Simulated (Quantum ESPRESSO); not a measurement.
Y under changes of volume

One of the cells (34.024 Å³/atom); the others are scaled copies at fixed shape and fractional positions:

```
CELL_PARAMETERS angstrom
3.64254 0.00000 0.00000
-1.82127 3.15454 0.00000
0.00000 0.00000 11.84413
ATOMIC_POSITIONS crystal
Y 0.66667 0.33333 0.75000
Y 0.00000 0.00000 0.50000
Y 0.33333 0.66667 0.25000
Y 0.00000 0.00000 0.00000
```

```yaml
Program: Quantum ESPRESSO 7.5
Functional: LDA
Potentials_or_basis: GBRV 1.5 LDA
Cutoff: 612 eV
Density_cutoff: 4898 eV
k_mesh: 8 × 8 × 3
Occupations: fermi-dirac, width 0.05 eV
Spin: no spin polarisation
```

```csv
volume (Å³/atom),energy over the lowest point (meV/atom),pressure (GPa)
31.982,0.00,-3.3
32.663,15.59,-4.0
33.343,34.00,-4.6
34.024,54.91,-5.2
34.704,78.16,-5.7
35.385,?,?
36.065,130.87,-6.6
```

Q: What does the run at 35.385 Å³/atom give?

A: Energy over the lowest point 103.56 meV/atom; pressure -6.2 GPa.

Worked out: A Birch-Murnaghan fit of order 3 (a polynomial in V^(-2/3)) to the other rows has no minimum within the range. It gives 103.56 meV/atom at 35.385 Å³/atom, against the run's 103.56, and -dE/dV = -6.2 GPa, against -6.2.

Energies are extrapolated to zero smearing.
